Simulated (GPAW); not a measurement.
A run of GPAW 26.7.0:

Contents of run.py:

```python
from ase.dft.bandgap import bandgap
from ase.io import write
from ase.spacegroup import crystal
from ase.units import GPa
from gpaw import GPAW, PW, setup_paths

setup_paths.insert(0, '.')

# Al 2b
# N 2b
atoms = crystal(['Al', 'N'],
                basis=[[0.6666666667, 0.3333333333, 0.5],
                       [0.6666666667, 0.3333333333, 0.88]],
                spacegroup=186, setting=1,  # P6_3mc
                cellpar=[3.113, 3.113, 4.981, 90.0, 90.0, 120.0],
                primitive_cell=True)

calc = GPAW(mode=PW(800),
            xc='BLYP',
            kpts={'size': (7, 7, 4), 'gamma': True},
            occupations={'name': 'fermi-dirac', 'width': 0.05},
            nbands=18,
            convergence={'density': 1e-05, 'energy': 1e-05},
            eigensolver='davidson',
            maxiter=150,
            txt='gpaw.txt')
atoms.calc = calc
energy = atoms.get_potential_energy()
forces = atoms.get_forces()
stress = atoms.get_stress()
calc.write('gs.gpw')
write('result.traj', atoms)
print(f'Energy: {energy:.6f} eV')
print('Forces (eV/A):')
print(forces.round(4))
print('Stress (GPa):', (stress / GPa).round(3))
print('Fermi level:', round(calc.get_fermi_level(), 4), 'eV')
print(f'Gap: {bandgap(calc)[0]:.4f} eV, direct: {bandgap(calc, direct=True)[0]:.4f} eV')

path = atoms.cell.bandpath('GMKGALHA,LM,KH', npoints=80, eps=1e-4)
bs_calc = calc.fixed_density(kpts=path, symmetry='off', nbands=29,
                             convergence={'bands': 'CBM+6.0', 'eigenstates': 1e-6}, txt='bands.txt')
bs = bs_calc.band_structure()
bs.write('bs.json')
print(f'Gap on the path: {bandgap(bs_calc)[0]:.4f} eV')
```

Potentials or basis: PAW data sets generated in the run's folder for this functional, pw.

The run is started by

```console
$ gpaw-setup -f BLYP Al N
$ OMP_NUM_THREADS=1 python run.py
```

Hardware: 1 thread of AMD EPYC 9R14 (Zen 4) (shared host).

Task: Estimate the wall time of this run.

Result: It took 35 s on 1 thread of AMD EPYC 9R14 (Zen 4) (shared host), peak memory 0.31 GiB. Counts: scf iterations 16, plane waves 2177, bands 18, k points 28.
